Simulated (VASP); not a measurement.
# SiC (P6_3mc) in VASP: notebook

Aim: see how the results for SiC move with the level of theory and the settings. Levels: r2SCAN, PBEsol, LDA. Tasks: relaxation of cell and atoms.

Program: VASP 6.6.1. These are calculated values, not measurements. Logs are shortened: lines on timing, memory, paths and dates and some standing lists are left out, and cuts for length are marked.

## Step 1: The structure

It takes space group P6_3mc (No. 186, hexagonal). The conventional cell has a = 3.076 Å, b = 3.076 Å, c = 10.071 Å, α = 90.00°, β = 90.00°, γ = 120.00°. Si (site symmetry 3m) has 4 C at 1.88 to 1.89 Å as nearest neighbours. Around Si (site symmetry 3m) lie 4 C at 1.88 to 1.89 Å. C (site symmetry 3m) is surrounded by 4 Si at 1.88 to 1.89 Å. C (site symmetry 3m) is surrounded by 4 Si at 1.88 to 1.89 Å.

The cell is a database's computed one.

## Step 2: Relaxation of cell and atoms, r2SCAN

File INCAR:

```
SYSTEM = SiC
PREC     = Accurate       ! precision mode
ENCUT    = 600            ! plane-wave cutoff, eV
EDIFF    = 1E-6           ! SCF threshold, eV
ISMEAR   = 0              ! smearing method
SIGMA    = 0.03           ! smearing width, eV
LREAL    = .False.        ! projectors in reciprocal space
LASPH    = .True.         ! aspherical terms in the spheres
NELM     = 80             ! most SCF steps
ALGO     = Normal         ! electronic algorithm
ISIF     = 3              ! what is computed and relaxed
LWAVE    = .False.        ! write WAVECAR
LCHARG   = .False.        ! write CHGCAR
METAGGA  = R2SCAN         ! meta-GGA
LMIXTAU  = .True.       
IBRION   = 2              ! ionic algorithm
NSW      = 90             ! ionic steps
EDIFFG   = -0.01          ! ionic threshold
KPAR     = 2
```

File KPOINTS:

```
Automatic mesh
0
Gamma
  12 12 3
  0 0 0
```

File POSCAR:

```
SiC
1.0
    3.0756941497      0.0000000000      0.0000000000
   -1.5378470748      2.6636292679      0.0000000000
    0.0000000000      0.0000000000     10.0706464800
Si C
4 4
Direct
    0.6666666700      0.3333333300      0.9378419800
    0.3333333300      0.6666666700      0.4378419800
    0.0000000000      0.0000000000      0.6878943800
    0.0000000000      0.0000000000      0.1878943800
    0.6666666700      0.3333333300      0.7498025900
    0.3333333300      0.6666666700      0.2498025900
    0.0000000000      0.0000000000      0.5004600500
    0.0000000000      0.0000000000      0.0004600500
```

Potentials or basis: VASP PAW PBE potentials, release 64 (Si, C).

Launch:

```
$ cat potpaw_PBE.64/Si/POTCAR potpaw_PBE.64/C/POTCAR > POTCAR
$ mpirun -np 2 vasp_std > vasp.out
```

OUTCAR:

```text
SYSTEM = SiC
   PREC = Accurate
   ENCUT = 600
   EDIFF = 1E-6
   ISMEAR = 0
   LREAL = .False.
   LASPH = .True.
   NELM = 80
   ISIF = 3
   METAGGA = R2SCAN
   IBRION = 2
   NSW = 90
   EDIFFG = -0.01

 ion  position               nearest neighbor table
   1  0.667  0.333  0.938-   8 1.88   8 1.88   8 1.88   5 1.89   3 3.08   3 3.08   3 3.08   4 3.08
                             4 3.08   4 3.08
   2  0.333  0.667  0.438-   7 1.88   7 1.88   7 1.88   6 1.89   4 3.08   4 3.08   4 3.08   3 3.08
                             3 3.08   3 3.08
   3  0.000  0.000  0.688-   5 1.88   5 1.88   5 1.88   7 1.89   1 3.08   1 3.08   1 3.08   2 3.08
                             2 3.08   2 3.08
   4  0.000  0.000  0.188-   6 1.88   6 1.88   6 1.88   8 1.89   2 3.08   2 3.08   2 3.08   1 3.08
                             1 3.08   1 3.08
   5  0.667  0.333  0.750-   3 1.88   3 1.88   3 1.88   1 1.89
   6  0.333  0.667  0.250-   4 1.88   4 1.88   4 1.88   2 1.89
   7  0.000  0.000  0.500-   2 1.88   2 1.88   2 1.88   3 1.89
   8  0.000  0.000  0.000-   1 1.88   1 1.88   1 1.88   4 1.89

  LATTYP: Found a hexagonal cell.
 ALAT       =     3.0756941497
 C/A-ratio  =     3.2742678530

  Lattice vectors:

 A1 = (   3.0756941497,   0.0000000000,   0.0000000000)
 A2 = (  -1.5378470748,   2.6636292679,   0.0000000000)
 A3 = (   0.0000000000,   0.0000000000,  10.0706464800)

Analysis of symmetry for initial positions (statically):
=====================================================================
 Subroutine PRICEL returns:
 Original cell was already a primitive cell.

 Routine SETGRP: Setting up the symmetry group for a
 hexagonal supercell.

 Subroutine GETGRP returns: Found 12 space group operations
 (whereof  6 operations were pure point group operations)
 out of a pool of 24 trial point group operations.

The static configuration has the point symmetry C_3v.
 The point group associated with its full space group is C_6v.

Analysis of symmetry for dynamics (positions and initial velocities):
=====================================================================
 Subroutine PRICEL returns:
 Original cell was already a primitive cell.

 Routine SETGRP: Setting up the symmetry group for a
 hexagonal supercell.

 Subroutine GETGRP returns: Found 12 space group operations
 (whereof  6 operations were pure point group operations)
 out of a pool of 24 trial point group operations.

The dynamic configuration has the point symmetry C_3v.
 The point group associated with its full space group is C_6v.

 Subroutine INISYM returns: Found 12 space group operations
 (whereof  6 operations are pure point group operations),
 and found     1 'primitive' translations

[... 114 lines left out ...]
   POTIM  = 0.5000    time-step for ionic-motion
   TEBEG  =    0.0;   TEEND  =   0.0 temperature during run
   PSTRESS=    0.0 pullay stress
   NELECT =      32.0000    total number of electrons
   NUPDOWN=      -1.0000    fix difference up-down
   EMIN   =  10.00;   EMAX   =-10.00  energy-range for DOS
   EFERMI =   0.00;   METHOD = LEGACY
   ISMEAR =     0;   SIGMA  =   0.03  broadening in eV -4-tet -1-fermi 0-gaus
   EFERMI_NEDOS =   21; number of points for ismear=-14 and -15
   IALGO  =     38    algorithm
   IMIX   =      4    mixing-type and parameters
     AMIX     =   0.40;   BMIX     =  1.00
     AMIX_MAG =   1.60;   BMIX_MAG =  1.00
  volume/ion in A,a.u.               =      10.31        69.60
  Fermi-wavevector in a.u.,A,eV,Ry     =   1.193897  2.256138 19.393597  1.425389
  Thomas-Fermi vector in A             =   2.329900
   LORBIT       =      0    0 simple, 1 ext, 2 COOP (PROOUT), +10 PAW based schemes
   METAGGA = R2SCAN    functional components
   LHFCALC =     F    Hartree Fock is set to
   AEXX    =    0.0000 exact exchange contribution
   IVDW    =     0    specifies the selected vdW correction
   LEPSILON=     F    determine dielectric tensor
   LRPA    =     F    only Hartree local field effects (RPA)
 conjugate gradient relaxation of ions
 non-spin polarized calculation
 Gauss-broadening in eV      SIGMA  =   0.03
  energy-cutoff  :      600.00
  volume of cell :       82.50
 maximum number of plane-waves:      2790
 NGX is ok and might be reduce to    28
   NGX = 13   NGY = 13   NGZ = 41

 number of electron      32.0000001 magnetization

 Free energy of the ion-electron system (eV)
  ---------------------------------------------------
  ext. energy  EPLUGINS =         0.00000000
  ---------------------------------------------------
  free energy    TOTEN  =       -77.31590107 eV

  energy without entropy =      -77.31590107  energy(sigma->0) =      -77.31590107

 E-fermi :   8.2159     XC(G=0): -11.9451

 val. band max:        8.0878205017   @ k =   0.0000   0.0000   0.0000
 cond. band min:      10.6990398480   @ k =   0.5000   0.0000   0.0000
 fundamental gap:      2.6112193463
 Fermi energy:         8.2158623219

 k-point     1 :       0.0000    0.0000    0.0000
  band No.  band energies     occupation
      1      -8.1973      2.00000
      2      -6.9779      2.00000
      3      -6.9394      2.00000
      4      -4.5609      2.00000
      5      -0.8274      2.00000
      6       3.5167      2.00000
[... 565 lines left out ...]
     20      13.9193      0.00000
     21      14.4557      0.00000

 [... further k-points ...]
[... 5 lines left out ...]
  --------------------------------------------------------------------------------------
  -------------------------------------------------------------------------------------
  Total        0.0351241      0.0351241      0.0240604      0.0000000      0.0000000     -0.0000000
  in kB        0.6820893      0.6820893      0.4672384      0.0000000      0.0000000     -0.0000000
  external PRESSURE =       0.6104724 kB  Pullay stress =       0.0000000 kB

 VOLUME and BASIS-vectors are now :
 -----------------------------------------------------------------------------
  energy-cutoff  :      600.00
  volume of cell :       82.50
      direct lattice vectors                 reciprocal lattice vectors
     3.075694150  0.000000000  0.000000000     0.325129857  0.187713811  0.000000000
    -1.537847075  2.663629268  0.000000000     0.000000000  0.375427621  0.000000000
     0.000000000  0.000000000 10.070646480     0.000000000  0.000000000  0.099298491

 POSITION                                       TOTAL-FORCE (eV/Angst)
 -----------------------------------------------------------------------------------
      1.53785      0.88788      9.44468         0.000000     -0.000000     -0.001106
     -0.00000      1.77575      4.40935        -0.000000     -0.000000     -0.001106
      0.00000      0.00000      6.92754        -0.000000     -0.000000     -0.001456
      0.00000      0.00000      1.89222         0.000000      0.000000     -0.001456
      1.53785      0.88788      7.55100        -0.000000      0.000000      0.001068
     -0.00000      1.77575      2.51567         0.000000      0.000000      0.001068
      0.00000      0.00000      5.03996        -0.000000      0.000000      0.001494
      0.00000      0.00000      0.00463         0.000000     -0.000000      0.001494
 -----------------------------------------------------------------------------------
    total drift:                                0.000000      0.000000     -0.000759

  FREE ENERGIE OF THE ION-ELECTRON SYSTEM (eV)
  ---------------------------------------------------
  free  energy   TOTEN  =       -77.3159010694 eV

  energy  without entropy=      -77.3159010694  energy(sigma->0) =      -77.31590107

 reached required accuracy - stopping structural energy minimisation
```

CONTCAR:

```text
SiC
   1.00000000000000
     3.0756941496999999    0.0000000000000000    0.0000000000000000
    -1.5378470747999999    2.6636292679000002    0.0000000000000000
     0.0000000000000000    0.0000000000000000   10.0706464800000006
  Si              C
     4     4
Direct
     0.6666666699999979    0.3333333300000021    0.9378419800000017
     0.3333333300000021    0.6666666699999979    0.4378419800000017
     0.0000000000000000    0.0000000000000000    0.6878943800000030
     0.0000000000000000    0.0000000000000000    0.1878943800000030
     0.6666666699999979    0.3333333300000021    0.7498025900000016
     0.3333333300000021    0.6666666699999979    0.2498025900000016
     0.0000000000000000    0.0000000000000000    0.5004600500000009
     0.0000000000000000    0.0000000000000000    0.0004600500000009

  0.00000000E+00  0.00000000E+00  0.00000000E+00
  0.00000000E+00  0.00000000E+00  0.00000000E+00
  0.00000000E+00  0.00000000E+00  0.00000000E+00
  0.00000000E+00  0.00000000E+00  0.00000000E+00
  0.00000000E+00  0.00000000E+00  0.00000000E+00
  0.00000000E+00  0.00000000E+00  0.00000000E+00
  0.00000000E+00  0.00000000E+00  0.00000000E+00
  0.00000000E+00  0.00000000E+00  0.00000000E+00
```

It took 2.6 min on 2 MPI ranks of AMD EPYC 9R45 (Zen 5), shared host; peak memory 0.25 GiB.

Results:

```yaml
Free_energy: -77.3159 eV
Pressure_after_relaxing: 0.1 GPa
Band_gap_on_the_k_mesh: 2.61 eV, indirect (least direct gap 3.79 eV)
```

Final structure:
```cif
data_structure
_symmetry_space_group_name_H-M 'P 1'
_symmetry_Int_Tables_number 1
_cell_length_a 3.0757
_cell_length_b 3.0757
_cell_length_c 10.0706
_cell_angle_alpha 90.000
_cell_angle_beta 90.000
_cell_angle_gamma 120.000
_cell_volume 82.50
loop_
_atom_site_label
_atom_site_type_symbol
_atom_site_fract_x
_atom_site_fract_y
_atom_site_fract_z
_atom_site_occupancy
Si1 Si 0.66667 0.33333 0.93784 1
Si2 Si 0.33333 0.66667 0.43784 1
Si3 Si 0.00000 0.00000 0.68789 1
Si4 Si 0.00000 0.00000 0.18789 1
C1 C 0.66667 0.33333 0.74980 1
C2 C 0.33333 0.66667 0.24980 1
C3 C 0.00000 0.00000 0.50046 1
C4 C 0.00000 0.00000 0.00046 1
```

Caveat: the relaxation stopped at its first step, so nothing moved; the PAW data sets were made with another functional, which shifts forces and pressure a little; an odd mesh through Γ misses points on the zone boundary, where band edges often lie.

## Step 3: Relaxation of cell and atoms, r2SCAN

Changes to INCAR since step 2:

```diff
@@ -3,3 +3,3 @@
 ENCUT    = 600            ! plane-wave cutoff, eV
-EDIFF    = 1E-6           ! SCF threshold, eV
+EDIFF    = 1E-7           ! SCF threshold, eV
 ISMEAR   = 0              ! smearing method
@@ -17,3 +17,3 @@
 NSW      = 90             ! ionic steps
-EDIFFG   = -0.01          ! ionic threshold
+EDIFFG   = -0.005         ! ionic threshold
 KPAR     = 2
```

KPOINTS is that of step 2.

File POSCAR:

```
SiC                                     
1.0
    3.0756941497      0.0000000000      0.0000000000
   -1.5378470748      2.6636292679      0.0000000000
    0.0000000000      0.0000000000     10.0706464800
  Si              C             
     4     4
Direct
     0.6666666699999979    0.3333333300000021    0.9378419800000017
     0.3333333300000021    0.6666666699999979    0.4378419800000017
     0.0000000000000000    0.0000000000000000    0.6878943800000030
     0.0000000000000000    0.0000000000000000    0.1878943800000030
     0.6666666699999979    0.3333333300000021    0.7498025900000016
     0.3333333300000021    0.6666666699999979    0.2498025900000016
     0.0000000000000000    0.0000000000000000    0.5004600500000009
     0.0000000000000000    0.0000000000000000    0.0004600500000009
```

Potentials or basis: VASP PAW PBE potentials, release 64 (Si, C).

Launch:

```
$ cat potpaw_PBE.64/Si/POTCAR potpaw_PBE.64/C/POTCAR > POTCAR
$ mpirun -np 2 vasp_std > vasp.out
```

Run time: 2.8 min. Hardware: 2 MPI ranks of AMD EPYC 9R45 (Zen 5), shared host; peak memory 0.25 GiB.

Results (log left out):

* Free energy: -77.3159 eV
* Pressure after relaxing: 0.1 GPa
* Band gap on the k mesh: 2.61 eV, indirect (least direct gap 3.79 eV)

Final structure:
```
CELL_PARAMETERS angstrom
3.07569 0.00000 0.00000
-1.53785 2.66363 0.00000
0.00000 0.00000 10.07065
ATOMIC_POSITIONS crystal
Si 0.66667 0.33333 0.93784
Si 0.33333 0.66667 0.43784
Si 0.00000 0.00000 0.68789
Si 0.00000 0.00000 0.18789
C 0.66667 0.33333 0.74980
C 0.33333 0.66667 0.24980
C 0.00000 0.00000 0.50046
C 0.00000 0.00000 0.00046
```

Levels at points of the mesh, in eV from the valence-band top:
| k point | band 13 | band 14 | band 15 | band 16 | band 17 | band 18 | band 19 | band 20 |
| --- | --- | --- | --- | --- | --- | --- | --- | --- |
| (0.00, 0.00, 0.00) | -0.61 | -0.05 | 0.00 | 0.00 | 5.68 | 6.28 | 6.91 | 6.93 |
| (0.50, 0.00, 0.00) | -2.48 | -2.33 | -1.65 | -1.18 | 2.61 | 2.77 | 4.73 | 5.28 |

Caveat: the relaxation stopped at its first step, so nothing moved; the PAW data sets were made with another functional, which shifts forces and pressure a little; an odd mesh through Γ misses points on the zone boundary, where band edges often lie. r2SCAN opens gaps a little over a GGA but as a rule still falls short of measured ones.

(Part 1 of 2 ends here.)
